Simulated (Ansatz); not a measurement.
# Se: response to strain

Aim: deform Se (zz strain of -3 %) and compute stress, forces and field gradients with LAPW, PAW and all-electron datasets made for the crystal.

Method: DFT LDA, scalar-relativistic, in Ansatz 0.2.0.

## (1) Starting point

Symmetry: P3_221, No. 154, trigonal system. Conventional cell: a = 4.355 Å, b = 4.355 Å, c = 4.949 Å, α = 90.00°, β = 90.00°, γ = 120.00°. Around Se (site symmetry 2) lie 2 Se at 2.32 Å.

Coordinates:

```
CELL_PARAMETERS angstrom
4.35517 0.00000 0.00000
-2.17758 3.77169 0.00000
0.00000 0.00000 4.94945
ATOMIC_POSITIONS crystal
Se 0.21700 0.00000 0.16667
Se 0.00000 0.21700 0.83333
Se 0.78300 0.78300 0.50000
```

Atoms are numbered in the order of the input: Se1, Se2, Se3.

## (2) After the deformation

Space group P3_221 before, P3_221 after.

## (3) All-electron LAPW

File input.yaml:

```yaml
crystal:
  lattice:
    - [4.3551696776, 0.0, 0.0]
    - [-2.1775848388, 3.7716875786, 0.0]
    - [0.0, 0.0, 4.8009665]
  atoms:
    - { symbol: Se, position: [0.217, 0.0, 0.1666666667] }
    - { symbol: Se, position: [0.0, 0.217, 0.8333333333] }
    - { symbol: Se, position: [0.783, 0.783, 0.5] }
kpoints:
  mp_grid: { grid: [8, 8, 6] }
  band_path:
    path:
      - [0.0, 0.0, 0.0]
      - [0.5, 0.0, 0.0]
      - [0.3333333333, 0.3333333333, 0.0]
      - [0.0, 0.0, 0.0]
      - [0.0, 0.0, 0.5]
      - [0.5, 0.0, 0.5]
      - [0.3333333333, 0.3333333333, 0.5]
      - [0.0, 0.0, 0.5]
      - [0.5, 0.0, 0.5]
    npoints: 5
scf:
  occupations: { method: fermi_dirac, width: 0.03 }
hamiltonian:
  xc: lda
  pseudopotentials: { kind: all_electron, lapw: { basis_error: 0.0005 } }
output:
  forces: true
  stress: true
  eigenvalues: true
```

Command:

```
ansatz run input.yaml --threads 1 --pin off --max-ram 6144MiB --backend cpu --events-out ev --progress --plain --runs-dir out
```

## (4) PAW with frozen cores

File input.yaml:

```yaml
crystal:
  lattice:
    - [4.3551696776, 0.0, 0.0]
    - [-2.1775848388, 3.7716875786, 0.0]
    - [0.0, 0.0, 4.8009665]
  atoms:
    - { symbol: Se, position: [0.217, 0.0, 0.1666666667] }
    - { symbol: Se, position: [0.0, 0.217, 0.8333333333] }
    - { symbol: Se, position: [0.783, 0.783, 0.5] }
kpoints:
  mp_grid: { grid: [8, 8, 6] }
scf:
  occupations: { method: fermi_dirac, width: 0.03 }
hamiltonian:
  xc: lda
  pseudopotentials: { kind: paw }
output:
  forces: true
  stress: true
  eigenvalues: true
  efg: { contact_densities: true }
```

## (5) All-electron PAW on datasets made for the crystal

Edit input.yaml of step 4 so:

```diff
@@ -15,3 +15,3 @@
   xc: lda
-  pseudopotentials: { kind: paw }
+  pseudopotentials: { kind: all_electron, datasets: crystal }
 output:
```

(Steps that only read results are left out.)

What does the calculation give? Wanted: pressure; largest shear or deviatoric stress.

As calculated:

```
                                 quantity                                           value
                                 pressure  LAPW 4.29, PAW 4.28, crystal datasets 4.29 GPa
largest shear or deviatoric stress (LAPW)                                        3.13 GPa
```

**Reading.** The largest part of the stress beyond the pressure is 3.13 GPa in size, in the zz component; the atoms are carried along and not relaxed. No run of the undeformed cell stands beside it, so the pressure holds what the given cell had before the change. PAW: stress within 0.01 GPa of LAPW, forces within 1 meV/Å. Crystal datasets: stress within 0.01 GPa of LAPW, forces within 1 meV/Å.
